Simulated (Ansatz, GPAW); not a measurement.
# 2H-WS2 bilayer, AA: simulated STM images

What would a tunnelling microscope show on 2H-WS2 bilayer, AA?

Method: Ansatz plane waves; layer without images along its normal, relaxation of atoms and in-plane cell, with D3(BJ) dispersion, in the first sound run; inputs show where later runs differ, in GPAW 26.7.0 and Ansatz 0.2.0.

## Step 1: Set-up

The cell holds 6 atoms: 4 S and 2 W. Its edges and angles: a = 3.180 Å, b = 3.180 Å, c = 25.951 Å, α = 90.0°, β = 90.0°, γ = 120.0°. Regions: layer 1: 2H-WS2, 3 atoms (2 S and 1 W); layer 2: 2H-WS2, 3 atoms (2 S and 1 W). Vacuum lies along c.

## Step 2: Relaxing the atoms

The atoms are relaxed first, since the surface dipole, and with it the work function, follows the positions of the outer layers.

Input file input.yaml:

```yaml
crystal:
  lattice:
    - [3.18, 0.0, 0.0]
    - [-1.59, 2.753960784, 0.0]
    - [0.0, 0.0, 25.9512404664]
  atoms:
    - { symbol: S, position: [0.3333333333, 0.6666666667, 0.3082704278] }
    - { symbol: W, position: [0.0, 0.0, 0.3752348613] }
    - { symbol: S, position: [0.3333333333, 0.6666666667, 0.4421992948] }
    - { symbol: S, position: [0.3333333333, 0.6666666667, 0.5578007052] }
    - { symbol: W, position: [0.0, 0.0, 0.6247651387] }
    - { symbol: S, position: [0.3333333333, 0.6666666667, 0.6917295722] }
  periodic: [true, true, false]
kpoints:
  mp_grid: { grid: [12, 12, 1] }
hamiltonian:
  xc: pbe
  dispersion: d3bj
scf:
  occupations: { method: fermi_dirac, width: 0.05 }
relax:
  f_tol: 0.01
  max_steps: 90
  cell: {}
```

Launch:

```bash
$ ansatz run input.yaml --threads 4 --pin off --max-ram 8192MiB --backend cpu --events-out ev --progress --plain --runs-dir out
```

Numbers of over 12 decimals in the logs are rounded to 6 here.

What it wrote:

```text
Warning: crystal.periodic: the lattice vector that does not repeat stood 0.000° off the slab's normal, 25.951 Å along it as the deck builds it. The run solves the slab on a vector along the normal, 43.702 Å long, with every atom where it was (on the deck's vector they left 16.00 Å outside them, and the widest stretch free of ions among them is 3.00 Å). A fractional position that the run reports is one of the run's ce [...]
crystal.periodic: the lattice vector that does not repeat stood 0.000° off the slab's normal, 25.951 Å along it as the deck builds it. The run solves the slab on a vector along the normal, 43.702 Å long, with every atom where it was (on the deck's vector they left 16.00 Å outside them, and the widest stretch free of ions among them is 3.00 Å). A fractional position that the run reports is one of the run's cell, which [...]
Engine: ansatz 0.2.0, x86_64-unknown-linux-gnu
Pseudopotentials: kind: paw
Pseudopotential: S, paw, valence charge 6, recommended cutoff 420 eV (normal), S.paw.azcp
Pseudopotential: W, paw, valence charge 14, recommended cutoff 420 eV (normal), W.paw.azcp
Functional definition: PBE
  parameter kappa = 0.804
  parameter beta = 0.066725
  exchange = pbe_x(kappa = kappa, mu = beta*pi^2/3)
  correlation = pbe_c(beta = beta)
Crystal: 6 atoms, lattice volume = 382.729 Å³
Basis set: ecut = 420 eV, 7527 PW (Γ), exchange–correlation on 48×48×600 points (8 copies of the dense FFT grid, shifted against one another)
Bands: 32, of which v1, the nominal top of the filled ones, is band 26 counted from 1 (25 counted from 0)
Symmetry: 12 space group operations
Space group: P-6m2 (ITA 187), of the structure as read, at distance tolerance 7.3e-5 Å
k-points: 19 of 144 (time reversal used)
Non-local potential: S, projectors of the file, l = 0: 2, l = 1: 2, l = 2: 2
Non-local potential: W, projectors of the file, l = 0: 3, l = 1: 2, l = 2: 2, l = 3: 1
PAW form: soft (Blöchl's): semilocal exchange-correlation on the pseudo side does not see the compensation charge
PAW one-centre angular grid: S, 110 points (default); XC on 64 Gauss nodes
PAW one-centre angular grid: W, 590 points (default); XC on 64 Gauss nodes
Initial density: superposition of atomic densities (neutral atoms: chi_scale 0, normalization atom), corrected by the library's trained network
Initial wavefunctions: pseudopotential atomic-orbital guess
Functional: x = pbe(κ = 0.804, μ = 0.219515), c = pbe(β = 0.066725)
SCF iter   1: F=—  HF=-24383.814582 eV  |F-HF|=—  |Δ(HF+E_count)|=         —  Δρ=2.78e-3  dr2=3.86e-2  ethr=1.77e-3  ⟨swp⟩=12.0  Hψ=4401  notcnv=0
preconditioner: auto → Resta (q_TF=auto, 1.956 Å⁻¹)  ε∞=3.2  [insulator: Δε(μ)=1.141 eV  Ē_g=7.694 eV  σ=0.050 eV  W_gap=1.00  n_scr=26 (ndim 8)  ℏωp=11.4 eV  f_vac=0.688  D(μ)=0.00/eV (n_scr^D=0)  ε∞_Penn≈3.2  vacuum switching on, ρ_ref=4.3e-3 e/Å³]
SCF iter   2: F=—  HF=-24383.827583 eV  |F-HF|=—  |Δ(HF+E_count)|=   1.30e-2  Δρ=1.88e-3  dr2=5.20e-2  ethr=7.42e-5  ⟨swp⟩=3.8  Hψ=1595  notcnv=0  defer=14
SCF iter   3: F=—  HF=-24383.826343 eV  |F-HF|=—  |Δ(HF+E_count)|=   1.24e-3  Δρ=1.15e-3  dr2=7.37e-3  ethr=7.42e-5  ⟨swp⟩=2.5  Hψ=931  notcnv=0  defer=14
SCF iter   4: F=—  HF=-24383.828715 eV  |F-HF|=—  |Δ(HF+E_count)|=   2.37e-3  Δρ=4.07e-4  dr2=1.36e-3  ethr=1.42e-5  ⟨swp⟩=3.3  Hψ=1108  notcnv=0  defer=14
SCF iter   5: F=—  HF=-24383.828771 eV  |F-HF|=—  |Δ(HF+E_count)|=   5.59e-5  Δρ=8.92e-5  dr2=4.03e-5  ethr=2.62e-6  ⟨swp⟩=3.2  Hψ=1121  notcnv=0  defer=14
SCF iter   6: F=—  HF=-24383.828597 eV  |F-HF|=—  |Δ(HF+E_count)|=   1.74e-4  Δρ=3.20e-5  dr2=7.14e-6  ethr=7.75e-8  ⟨swp⟩=3.1  Hψ=1377  notcnv=0  defer=14
SCF iter   7: F=—  HF=-24383.828601 eV  |F-HF|=—  |Δ(HF+E_count)|=   4.10e-6  Δρ=1.03e-5  dr2=7.66e-7  ethr=1.37e-8  ⟨swp⟩=2.8  Hψ=1082  notcnv=0  defer=14
SCF iter   8: F=-24383.828601 eV  HF=-24383.828601 eV  |F-HF|=2.45e-8  |Δ(HF+E_count)|=   3.72e-7  Δρ=1.94e-6  dr2=2.66e-8  ethr=1.92e-10  ⟨swp⟩=5.7  Hψ=3754  notcnv=0
SCF 1 converged in 8 iterations: F = -24383.828601 eV  dr2 = 2.66e-8
  greatest PAW one-centre occupation: 1.000 electrons in one spin orbital (limit 2), on the W atom at site 1 (counted from 0), in its partial waves of l = 0
relax step   1: F+E_penalty+E_count = -24383.82860148 eV  Δ(F+E_penalty+E_count) = +0.000e0 eV  max|allowed force component| = 3.076e0 eV/Å  Δτ_max = 0.0000 Å  P = -12.821 N/m  Ω = 382.729 Å³  fix = [c, alpha, beta]  reactions: c -0.000 N/m  (8 SCF iters, dr2 threshold 1.00e-7 eV, accepted)
Crystal: 6 atoms, lattice volume = 379.026 Å³
Basis set: ecut = 420 eV, 7323 PW (Γ), exchange–correlation on 48×48×600 points (8 copies of the dense FFT grid, shifted against one another)
Initial density: handed on by an earlier stage of this run
Initial wavefunctions: those handed on with the density
iter 1 solved again at ethr=8.03e-4 eV; its pass at ethr=3.10e-3 eV (dr2=4.18e-1 eV) is discarded
SCF iter   1: F=—  HF=-24384.986471 eV  |F-HF|=—  |Δ(HF+E_count)|=         —  Δρ=8.46e-3  dr2=4.61e-1  ethr=8.03e-4  ⟨swp⟩=2.1  Hψ=5103  notcnv=0
eigensolver tolerance schedule calibrated: the retry pair's looser diagonalisation under-reported the residual by θ = 0.09 (0.16/decade); ethr = c·dr2/N_el runs at the constant in force after the calibration composes with the one it found (an armed cap, an earlier calibration), c = 4.0e-2
preconditioner: auto → Resta (q_TF=auto, 1.959 Å⁻¹)  ε∞=2.9  [insulator: Δε(μ)=1.405 eV  Ē_g=8.364 eV  σ=0.050 eV  W_gap=1.00  n_scr=26 (ndim 8)  ℏωp=11.4 eV  f_vac=0.697  D(μ)=0.00/eV (n_scr^D=0)  ε∞_Penn≈2.9  vacuum switching on, ρ_ref=5.1e-3 e/Å³]
SCF iter   2: F=—  HF=-24384.924428 eV  |F-HF|=—  |Δ(HF+E_count)|=   6.20e-2  Δρ=4.41e-3  dr2=1.46e-1  ethr=3.51e-4  ⟨swp⟩=5.0  Hψ=1643  notcnv=0  defer=2
SCF iter   3: F=—  HF=-24384.899738 eV  |F-HF|=—  |Δ(HF+E_count)|=   2.47e-2  Δρ=2.36e-3  dr2=1.88e-2  ethr=1.11e-4  ⟨swp⟩=3.9  Hψ=1509  notcnv=0  defer=6
SCF iter   4: F=—  HF=-24384.896515 eV  |F-HF|=—  |Δ(HF+E_count)|=   3.22e-3  Δρ=5.46e-4  dr2=1.08e-3  ethr=1.43e-5  ⟨swp⟩=3.1  Hψ=1304  notcnv=0  defer=6
SCF iter   5: F=—  HF=-24384.896293 eV  |F-HF|=—  |Δ(HF+E_count)|=   2.21e-4  Δρ=1.40e-4  dr2=3.83e-4  ethr=8.24e-7  ⟨swp⟩=4.0  Hψ=1534  notcnv=0  defer=6
SCF iter   6: F=—  HF=-24384.896306 eV  |F-HF|=—  |Δ(HF+E_count)|=   1.24e-5  Δρ=7.32e-5  dr2=1.47e-4  ethr=2.92e-7  ⟨swp⟩=3.4  Hψ=1138  notcnv=0  defer=6
SCF iter   7: F=—  HF=-24384.896298 eV  |F-HF|=—  |Δ(HF+E_count)|=   7.57e-6  Δρ=2.76e-5  dr2=1.81e-5  ethr=1.12e-7  ⟨swp⟩=3.0  Hψ=966  notcnv=0  defer=6
[...]
Crystal: 6 atoms, lattice volume = 377.905 Å³
Basis set: ecut = 420 eV, 7299 PW (Γ), exchange–correlation on 48×48×600 points (8 copies of the dense FFT grid, shifted against one another)
iter 1 solved again at ethr=5.72e-4 eV; its pass at ethr=3.10e-3 eV (dr2=2.97e-1 eV) is discarded
SCF iter   1: F=—  HF=-24384.934281 eV  |F-HF|=—  |Δ(HF+E_count)|=         —  Δρ=9.93e-3  dr2=2.99e-1  ethr=5.72e-4  ⟨swp⟩=2.2  Hψ=4938  notcnv=0
preconditioner: auto → Resta (q_TF=auto, 1.960 Å⁻¹)  ε∞=2.9  [insulator: Δε(μ)=1.717 eV  Ē_g=8.376 eV  σ=0.050 eV  W_gap=1.00  n_scr=26 (ndim 8)  ℏωp=11.5 eV  f_vac=0.688  D(μ)=0.00/eV (n_scr^D=0)  ε∞_Penn≈2.9  vacuum switching on, ρ_ref=5.1e-3 e/Å³]
SCF iter   2: F=—  HF=-24384.919031 eV  |F-HF|=—  |Δ(HF+E_count)|=   1.53e-2  Δρ=4.65e-3  dr2=2.05e-1  ethr=5.72e-4  ⟨swp⟩=4.6  Hψ=1117  notcnv=0  defer=4
SCF iter   3: F=—  HF=-24384.907276 eV  |F-HF|=—  |Δ(HF+E_count)|=   1.18e-2  Δρ=3.67e-3  dr2=8.40e-2  ethr=3.94e-4  ⟨swp⟩=4.3  Hψ=1106  notcnv=0  defer=4
SCF iter   4: F=—  HF=-24384.902834 eV  |F-HF|=—  |Δ(HF+E_count)|=   4.44e-3  Δρ=9.59e-4  dr2=5.94e-3  ethr=1.62e-4  ⟨swp⟩=3.8  Hψ=1197  notcnv=0  defer=4
SCF iter   5: F=—  HF=-24384.902393 eV  |F-HF|=—  |Δ(HF+E_count)|=   4.41e-4  Δρ=4.47e-4  dr2=6.55e-4  ethr=1.14e-5  ⟨swp⟩=3.5  Hψ=1219  notcnv=0  defer=4
SCF iter   6: F=—  HF=-24384.902757 eV  |F-HF|=—  |Δ(HF+E_count)|=   3.64e-4  Δρ=4.67e-4  dr2=1.30e-3  ethr=1.26e-6  ⟨swp⟩=3.3  Hψ=1412  notcnv=0  defer=2
SCF iter   7: F=—  HF=-24384.902450 eV  |F-HF|=—  |Δ(HF+E_count)|=   3.07e-4  Δρ=2.43e-4  dr2=3.49e-4  ethr=1.26e-6  ⟨swp⟩=2.9  Hψ=1204  notcnv=0  defer=3
SCF iter   8: F=—  HF=-24384.902054 eV  |F-HF|=—  |Δ(HF+E_count)|=   3.96e-4  Δρ=6.44e-5  dr2=3.12e-5  ethr=6.72e-7  ⟨swp⟩=2.5  Hψ=1117  notcnv=0  defer=3
SCF iter   9: F=-24384.902047 eV  HF=-24384.902047 eV  |F-HF|=4.10e-8  |Δ(HF+E_count)|=   6.90e-6  Δρ=5.30e-6  dr2=1.33e-7  ethr=1.15e-9  ⟨swp⟩=7.4  Hψ=4238  notcnv=0
SCF 3 converged in 9 iterations: F = -24384.902047 eV  dr2 = 1.33e-7
relax step   3: F+E_penalty+E_count = -24384.90204663 eV  Δ(F+E_penalty+E_count) = -5.748e-3 eV  max|allowed force component| = 2.237e-1 eV/Å  Δτ_max = 0.1949 Å  P = -1.191 N/m  Ω = 377.905 Å³  energy of the carried Pulay correction = +2.049e-4 eV  fix = [c, alpha, beta]  reactions: c -0.000 N/m  (9 SCF iters, dr2 threshold 6.00e-7 eV, accepted)
[...]
relax step   4: F+E_penalty+E_count = -24384.91063250 eV  Δ(F+E_penalty+E_count) = -8.586e-3 eV  max|allowed force component| = 4.289e-2 eV/Å  Δτ_max = 0.0833 Å  P = -0.248 N/m  Ω = 377.718 Å³  energy of the carried Pulay correction = +2.129e-4 eV  fix = [c, alpha, beta]  reactions: c -0.000 N/m  (9 SCF iters, dr2 threshold 6.00e-7 eV, accepted)
[...]
relax step   5: F+E_penalty+E_count = -24384.91090367 eV  Δ(F+E_penalty+E_count) = -2.712e-4 eV  max|allowed force component| = 1.773e-2 eV/Å  Δτ_max = 0.0154 Å  P = +0.019 N/m  Ω = 377.209 Å³  energy of the carried Pulay correction = +2.347e-4 eV  fix = [c, alpha, beta]  reactions: c +0.000 N/m  (8 SCF iters, dr2 threshold 1.15e-7 eV, accepted)
[...]
relax step   6: F+E_penalty+E_count = -24384.91091793 eV  Δ(F+E_penalty+E_count) = -1.426e-5 eV  max|allowed force component| = 4.798e-3 eV/Å  Δτ_max = 0.0027 Å  P = +0.007 N/m  Ω = 377.219 Å³  energy of the carried Pulay correction = +2.343e-4 eV  fix = [c, alpha, beta]  reactions: c +0.000 N/m  (7 SCF iters, dr2 threshold 1.96e-8 eV, accepted)
Initial wavefunctions: pseudopotential atomic-orbital guess (no wavefunctions were taken with the density)
iter 1 solved again at ethr=1.34e-7 eV; its pass at ethr=3.10e-3 eV (dr2=6.94e-5 eV) is discarded
SCF iter   1: F=—  HF=-24384.910822 eV  |F-HF|=—  |Δ(HF+E_count)|=         —  Δρ=1.27e-5  dr2=8.94e-8  ethr=1.34e-7  ⟨swp⟩=6.7  Hψ=7862  notcnv=0
SCF iter   2: F=—  HF=-24384.910656 eV  |F-HF|=—  |Δ(HF+E_count)|=   1.66e-4  Δρ=6.49e-6  dr2=2.61e-8  ethr=1.72e-10  ⟨swp⟩=5.2  Hψ=2126  notcnv=0
SCF iter   3: F=—  HF=-24384.910656 eV  |F-HF|=—  |Δ(HF+E_count)|=   1.67e-8  Δρ=1.80e-6  dr2=4.38e-8  ethr=5.02e-11  ⟨swp⟩=2.9  Hψ=1296  notcnv=0
SCF iter   4: F=—  HF=-24384.910656 eV  |F-HF|=—  |Δ(HF+E_count)|=   4.55e-9  Δρ=4.16e-7  dr2=7.75e-10  ethr=5.02e-11  ⟨swp⟩=2.5  Hψ=960  notcnv=0
SCF iter   5: F=—  HF=-24384.910656 eV  |F-HF|=—  |Δ(HF+E_count)|=  2.76e-10  Δρ=2.36e-7  dr2=3.88e-10  ethr=1.49e-12  ⟨swp⟩=3.4  Hψ=1479  notcnv=0
SCF iter   6: F=—  HF=-24384.910656 eV  |F-HF|=—  |Δ(HF+E_count)|=  2.98e-10  Δρ=1.22e-7  dr2=4.69e-11  ethr=1.00e-12  ⟨swp⟩=1.7  Hψ=776  notcnv=0
SCF iter   7: F=-24384.910656 eV  HF=-24384.910656 eV  |F-HF|=9.46e-11  |Δ(HF+E_count)|=  5.82e-11  Δρ=3.52e-8  dr2=7.70e-12  ethr=1.00e-12  ⟨swp⟩=10.8  Hψ=4310  notcnv=0
SCF 7 converged in 7 iterations: F = -24384.910656 eV  dr2 = 7.70e-12
relax step   7: F+E_penalty+E_count = -24384.91065633 eV  Δ(F+E_penalty+E_count) = +2.616e-4 eV  max|allowed force component| = 4.796e-3 eV/Å  Δτ_max = 0.0000 Å  P = +0.011 N/m  Ω = 377.219 Å³  fix = [c, alpha, beta]  reactions: c +0.000 N/m  stress off target by 1.13e-2 N/m on what of the cell is left free  SCF on the basis re-selected at this cell (its energy is not comparable with the rows above)  (7 SCF iters)
basis re-selected at this cell: Δ(F+E_penalty+E_count) = +2.616e-4 eV, ΔP = +0.004 N/m vs the last step (what re-selecting the basis moved, of the pressure what is left beyond the Pulay correction that the steps carried, after the strain that the cell walked since its last selection, with what the two solves' SCF thresholds leave and, on support functions, any second-order correction that the steps lacked; it is no m [...]
SCF converged after 7 iterations
Free energy (F): -24384.910656 eV
Harris-Foulkes:  -24384.910656 eV  (|F-HF|=9.46e-11)
Internal energy: -24384.910656 eV  (E = F + TS)
E sigma→0 (E₀):  -24384.910656 eV
Fermi energy:    -4.706914 eV
--- Per-component energies (eV) ---
  E_band       = -1244.483844
  E_kinetic    = 1333.267288
  E_local      = -197922.402725  (includes V_loc(G=0)·N_el)
  E_nonlocal   = 114.674586
  E_hartree    = 98165.256850
  E_xc         = -924.542340
  E_vxc        = -830.328395  (∫ρ·V_xc dr)
  E_paw        = -19526.283995  (= ΣΔE_a)
  E_vpaw       = -270.208802  (= ΣTr[D̂ρ^β])
  E_aug_tail   = -0.000126  (compensation charges beyond the density's cutoff)
  E_ewald      = 94377.219898
  E_disp       = -2.100093  (pairwise vdW)
  E_smearing   = -0.000000  (= −TS)
  E_closure    = 0.000000  (closes the sum)
  Σ components = -24384.910656   (vs F -24384.910656, Δ=0.00e0)
--- Forces (eV/Å), atoms counted from 1 ---
  atom   1  S     -0.00000000     0.00000000    -0.00227495
  atom   2  W      0.00000000    -0.00000000     0.00479587
  atom   3  S     -0.00000000     0.00000000    -0.00247981
  atom   4  S     -0.00000000     0.00000000     0.00247981
  atom   5  W      0.00000000    -0.00000000    -0.00479587
  atom   6  S     -0.00000000     0.00000000     0.00227495
  max |Σ_I F_I| component: 4.16e-17 eV/Å
--- 2D stress c σ (N/m, compression-positive) ---
        0.011275       0.000000      -0.000000
       -0.000000       0.011275      -0.000000
       -0.000000      -0.000000       0.000000
  P = ½ c Tr σ = 0.0113 N/m
--- Relaxed structure (6 steps of the walk, 6 accepted, 1 SCFs on fresh bases) ---
  F+E_penalty+E_count = -24384.91065633 eV   max|allowed force component| = 4.796e-3 eV/Å   (the final SCF, on the basis selected at the relaxed cell)
  cell:  # Å, volume = 377.2191 Å³
    - [3.157028, -1.2751880979994816e-18, 0]
    - [-1.578514, 2.734067, 0]
    - [0, 0, 43.702481]
  atoms:
    - { symbol: S, position: [0.333333, 0.666667, 0.184524] }
    - { symbol: W, position: [-4.8778906068596283e-17, -2.4671622769088904e-17, 0.220601] }
    - { symbol: S, position: [0.333333, 0.666667, 0.256643] }
    - { symbol: S, position: [0.333333, 0.666667, 0.337173] }
    - { symbol: W, position: [-4.990758500775928e-17, -2.4671622769088904e-17, 0.373215] }
    - { symbol: S, position: [0.333333, 0.666667, 0.409292] }
```

Run time: 29 s. Hardware: 4 threads of Intel Xeon Platinum 8375C at 2.90GHz (Ice Lake), shared host; peak memory 0.81 GiB.

The steps of the relaxation:

```
step  energy less that of the first step (eV)  largest force component (eV/Å)  volume (Å³)
   1                                   0.0000                          3.0762       382.73
   2                                  -1.0677                          0.2840       379.03
   3                                  -1.0734                          0.2237       377.90
   4                                  -1.0820                          0.0429       377.72
   5                                  -1.0823                          0.0177       377.21
   6                                  -1.0823                          0.0048       377.22
  7*                                  -1.0821                          0.0048       377.22
```

Relaxation steps marked * repeat the geometry before them on a plane-wave basis chosen anew for their cell, so energy and pressure can jump there.

Forces are held to the 12 operations that the run works with; a distortion that breaks them can't arise in this run.

```csv
cell as run,before,after,change
a (Å),3.180,3.157,-0.7 %
b (Å),3.180,3.157,-0.7 %
```

The atoms that moved most (Å, along periodic axes as changes of fractional coordinates times the final cell, across vacuum about the mean position):

```
atom     dx     dy      dz  length
  S4  0.000  0.000   0.260   0.260
  S3  0.000  0.000  -0.260   0.260
  W2  0.000  0.000  -0.097   0.097
  W5  0.000  0.000   0.097   0.097
  S1  0.000  0.000   0.064   0.064
  S6  0.000  0.000  -0.064   0.064
```

Final coordinates:

```xyz
6
Lattice="3.1570 0.0000 0.0000 -1.5785 2.7341 0.0000 0.0000 0.0000 43.7025" Properties=species:S:1:pos:R:3
S     0.0000    1.8227    8.0642
W     0.0000    0.0000    9.6408
S     0.0000    1.8227   11.2159
S     0.0000    1.8227   14.7353
W     0.0000    0.0000   16.3104
S     0.0000    1.8227   17.8871
```

This step gave:

| Property | Result |
| --- | --- |
| free energy | -24384.9107 eV |
| gap by band count | 1.653 eV |
| symmetry operations | 12 |

The relaxation lowered the energy of the cell by 1.08 eV.

(Continued in part 2 of 4.)

[Logs are printed without paths, hosts, clocks, repeated set-up lines and the standing remarks that a program may print on its own settings, such as how far it seeks lower states.]

[Hosts, paths, dates, database ids (printed as entryN), source tags and the programs' standing remarks are cut or masked in the printed files.]
